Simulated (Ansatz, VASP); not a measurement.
# Two plane-wave programs on Be

```
Be
1.0
     2.29421    0.00000    0.00000
    -1.14711    1.98685    0.00000
     0.00000    0.00000    3.60908
Be
2
Cartesian
  0.0000 1.3246 0.9023
  1.1471 0.6623 2.7068
```

Alike in both runs: functional LDA; k mesh 21 × 21 × 12; occupations gaussian, width 0.1 eV; no spin polarisation.

Ansatz relaxed the structure, and its values are those at the end. VASP's run is a single point on that final structure, the one shown.

```csv
,VASP,Ansatz
version,VASP 6.6.1,Ansatz 0.2.0
potentials or method,"VASP PAW LDA potentials, release 64 (Be)","scalar-relativistic, plane waves, PAW"
plane-wave cutoff (eV),520,420
valence electrons in the cell,4,4
```

VASP gave:

* gap on the k mesh at the Fermi level (eV): none
* pressure (GPa): -9.4

Q: Estimate Ansatz's values.

A: gap on the k mesh at the Fermi level (eV): none; pressure (GPa): -9.8.

A gap of «none» marks a metal or a gap that the smearing closes.
